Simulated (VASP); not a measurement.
**C: relaxation of cell and atoms with MS2**

Crystal: C.

```
CELL_PARAMETERS angstrom
0.00000 1.78337 1.78337
1.78337 0.00000 1.78337
1.78337 1.78337 0.00000
ATOMIC_POSITIONS crystal
C 0.75000 0.75000 0.75000
C 0.50000 0.50000 0.50000
```

This isn't the form of C at room conditions, which is graphite.

```json
{"Program": "VASP 6.6.1", "Task": "relaxation of cell and atoms", "Functional": "MS2", "Potentials or basis": "VASP PAW PBE potentials, release 64 (C)", "Cutoff": "600 eV", "k mesh": "13 × 13 × 13", "Occupations": "fermi-dirac, width 0.05 eV", "Spin": "no spin polarisation", "Further INCAR settings": "ALGO = Normal; EDIFF = 1e-06; IBRION = 2; EDIFFG = -0.005; NSW = 40; ISIF = 3"}
```

```
Relaxed volume                         : 5.60 Å³/atom
Relaxed cell                           : a = 2.512 Å, b = 2.512 Å, c = 2.512 Å, α = 60.00°, β = 60.00°, γ = 60.00°
Space group after relaxing (to 0.05 Å) : Fd-3m (No. 227)
Energy gained by relaxing              : 1.3 meV/atom
Ionic steps                            : 3
Pressure after relaxing                : 0.0 GPa
Band gap on the k mesh                 : 4.80 eV, indirect (least direct gap 6.69 eV)
```

The path:
| step | energy change (eV) | largest force (eV/Å) | pressure (GPa) | volume (Å³) |
| --- | --- | --- | --- | --- |
| 1 | 0.0000 | 0.0000 | -5.68 | 11.34 |
| 2 | 0.0021 | 0.0000 | 8.03 | 11.02 |
| 3 | -0.0025 | 0.0000 | -0.01 | 11.20 |

Final structure:
```cif
data_structure
_symmetry_space_group_name_H-M 'P 1'
_symmetry_Int_Tables_number 1
_cell_length_a 2.5116
_cell_length_b 2.5116
_cell_length_c 2.5116
_cell_angle_alpha 60.000
_cell_angle_beta 60.000
_cell_angle_gamma 60.000
_cell_volume 11.20
loop_
_atom_site_label
_atom_site_type_symbol
_atom_site_fract_x
_atom_site_fract_y
_atom_site_fract_z
_atom_site_occupancy
C1 C 0.75000 0.75000 0.75000 1
C2 C 0.50000 0.50000 0.50000 1
```

Levels at points of the mesh, in eV from the valence-band top:
```csv
k point,band 1,band 2,band 3,band 4,band 5,band 6,band 7,band 8
"(0.00, 0.00, 0.00)",-22.19,0.00,0.00,0.00,6.69,6.69,6.69,15.02
```

Run time: 60 s on 1 thread of Intel(R) Xeon(R) Platinum 8488C (Sapphire Rapids), on a shared host, peak memory 0.12 GiB.

The cell as given is a measured one (5.67 Å³/atom); MS2 puts the equilibrium volume -1.2 % from it, thermal expansion not counted.

Caveat: the PAW data sets were made with another functional, which shifts forces and pressure a little; an odd mesh through Γ misses points on the zone boundary, where band edges often lie.
